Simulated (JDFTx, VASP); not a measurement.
## AlN: programs and potentials compared

```
CELL_PARAMETERS angstrom
3.11300 0.00000 0.00000
-1.55650 2.69594 0.00000
0.00000 0.00000 4.98100
ATOMIC_POSITIONS crystal
Al 0.66667 0.33333 0.50000
Al 0.33333 0.66667 0.00000
N 0.66667 0.33333 0.88000
N 0.33333 0.66667 0.38000
```

Alike in all runs: task single point; functional PBEsol; k mesh 10 × 10 × 6; occupations gaussian, width 0.1 eV; no spin polarisation; no spin-orbit coupling. Pressure is positive in compression and, in plane waves, holds the error of the finite cutoff.

| program and potentials | plane-wave cutoff (eV) | notes | pressure (GPa) | largest force (eV/Å) |
| --- | --- | --- | --- | --- |
| VASP, PBE PAW files Al, N, 520 eV | 520 | potentials made for PBE | 0.17 | 0.132 |
| JDFTx, PseudoDojo-SR-PBEsol-0.4.1-standard with smoothed tails | 1143 | - | 0.13 | 0.132 |
| VASP, PBE PAW files Al, N, 500 eV | 500 | potentials made for PBE | 0.18 | 0.132 |

Force on atom 1 (Al), eV/Å:

| program and potentials | x | y | z |
| --- | --- | --- | --- |
| VASP, PBE PAW files Al, N, 520 eV | 0.000 | 0.000 | -0.132 |
| JDFTx, PseudoDojo-SR-PBEsol-0.4.1-standard with smoothed tails | 0.000 | 0.000 | -0.132 |
| VASP, PBE PAW files Al, N, 500 eV | 0.000 | 0.000 | -0.132 |

The pressure spans 0.13 (JDFTx, PseudoDojo-SR-PBEsol-0.4.1-standard with smoothed tails) to 0.18 GPa (VASP, PBE PAW files Al, N, 500 eV).

The functional is the same throughout but for its coding, so the spread measures potentials, basis and numerics; runs on potential files found faulty are left out.
